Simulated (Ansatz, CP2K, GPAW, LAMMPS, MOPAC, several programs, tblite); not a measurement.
# What cheap methods get right for S

How much accuracy does each second buy? S is computed with 12 methods of unlike cost, up to r2SCAN.

Computed with LAMMPS, MOPAC, CP2K, tblite, Ansatz, GPAW (versions at each run) (no spin polarisation, static lattice; gaps from single points on the cell relaxed beforehand with r²SCAN+rVV10, unless a step's input says otherwise).

5 further runs of the same task are left out: 5 set aside as unsound or not needed.

## 1. Starting point

Symmetry: R-3, No. 148, trigonal system. The conventional cell has a = 10.722 Å, b = 10.722 Å, c = 4.185 Å, α = 90.00°, β = 90.00°, γ = 120.00°. S (site symmetry 1) has 2 S at 2.07 Å in its first shell of neighbours.

As a file:

```xyz
6
Lattice="5.3612 3.0953 1.3949 -5.3612 3.0953 1.3949 0.0000 -6.1906 1.3949" Properties=species:S:1:pos:R:3 pbc="T T T"
S     0.5717   -4.4100    1.8385
S     3.5333    2.7001    1.8385
S    -4.1050    1.7099    1.8385
S    -0.5717    4.4100    2.3463
S    -3.5333   -2.7001    2.3463
S     4.1050   -1.7099    2.3463
```

The structure type (database structure) is imposed and need not be the compound's stable one.

**Question.** The methods are CdTeZnSeHgS0.sw, PM6, PM7, DFTB, GFN1-xTB (tblite), GFN2-xTB (tblite), PBE/DZVP, PBE/SZV, coarse PBE, GLLB-SC, PBE, r2SCAN. What gap does r2SCAN give on this cell, and which other methods (full PBE left aside) come nearest to r2SCAN and farthest in gap?

```
                                      quantity                                                        value
                                        r2SCAN                                                  gap 2.13 eV
gap: nearest and farthest of the other methods  DFTB, GFN2-xTB (tblite) (about 0.23 eV off); PM6 (+4.02 eV)
```

What this shows: For the gap (full PBE left aside), DFTB, GFN2-xTB (tblite) tie for nearest to r2SCAN; PM6 is farthest. A minimal basis or a coarse cutoff and mesh shifts results by its own error, so closeness to r2SCAN can be chance. Cluster runs see only the k-points that fold onto the zone centre, so their gaps can miss the band edges. GLLB-SC is compared with its derivative discontinuity added. No r2SCAN modulus is at hand, so moduli aren't ranked. CPU times run from 0.15 s (CdTeZnSeHgS0.sw) to 75 s (GLLB-SC). On this cell GLLB-SC cost more than r2SCAN itself (18 s), so it is no saving here. r2SCAN is a yardstick, not the truth: it usually gives gaps below the measured ones.
